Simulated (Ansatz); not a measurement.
An Ansatz input and the part of its output that reports the observables at the nuclei.

The cell is a Materials Project structure (computed, not necessarily an observed phase), ions relaxed with PBE at fixed cell.

```yaml
crystal:
  lattice:
    - [2.4025136104, 1.3870918797, 4.3720844159]
    - [-2.4025136104, 1.3870918797, 4.3720844159]
    - [0.0, -2.7741837594, 4.3720844159]
  atoms:
    - { symbol: Al, position: [0.647904, 0.647904, 0.647904] }
    - { symbol: Al, position: [0.852096, 0.852096, 0.852096] }
    - { symbol: Al, position: [0.147904, 0.147904, 0.147904] }
    - { symbol: Al, position: [0.352096, 0.352096, 0.352096] }
    - { symbol: O, position: [0.4438545, 0.0561455, 0.75] }
    - { symbol: O, position: [0.9438545, 0.25, 0.5561455] }
    - { symbol: O, position: [0.0561455, 0.75, 0.4438545] }
    - { symbol: O, position: [0.75, 0.4438545, 0.0561455] }
    - { symbol: O, position: [0.25, 0.5561455, 0.9438545] }
    - { symbol: O, position: [0.5561455, 0.9438545, 0.25] }
kpoints:
  mp_grid: { grid: [8, 8, 8] }
scf:
  occupations: { method: fermi_dirac, width: 0.02 }
hamiltonian:
  xc: lda
  pseudopotentials: { kind: paw }
output:
  forces: true
  stress: true
  populations: true
  efg:
    quadrupole_moments_barn: { Al: 0.1466, O: -0.02558 }
    contact_densities: true
  write_density: true
  write_potential: true
  elf: true
  volumetric_format: npy
```

```sh
ansatz run input.yaml --threads 4 --pin off --max-ram 10240MiB --backend cpu --events-out ev --progress --plain --runs-dir out
```

Of the output, the block on the nuclei alone is shown; the set-up, the SCF iterations, energies, forces and stress are cut. One atom of each set with nearly equal values is shown.

```
--- PAW observables at the nuclei: V_zz in 10²¹ V/m², potentials from the cell's mean, atoms counted from 1 ---
  atom   1  Al V_zz =    +0.546569   η = 0.0000   by run symmetry: allowed   C_q = +1.9375 MHz
            electrostatic potential = -1231.188537 V   contact ρ = 9978.353426 e/Å³
  atom   5  O  V_zz =    -3.880277   η = 0.5207   by run symmetry: allowed   C_q = +2.4000 MHz
            electrostatic potential = -624.582334 V   contact ρ = 2122.260716 e/Å³
```

Hardware: 4 threads of Intel Xeon Platinum 8259CL CPU @ 2.50GHz (Skylake/Cascade Lake) (x86_64; 32 cores open to the job, memory cap 10.0 GiB, no GPU), a shared host with a load of 0.6 a core. Wall time 5.6 s, CPU time 19 s, peak memory 0.52 GiB.

At this cell the LDA pressure is -12 GPa, so with LDA the cell would shrink if it were relaxed.
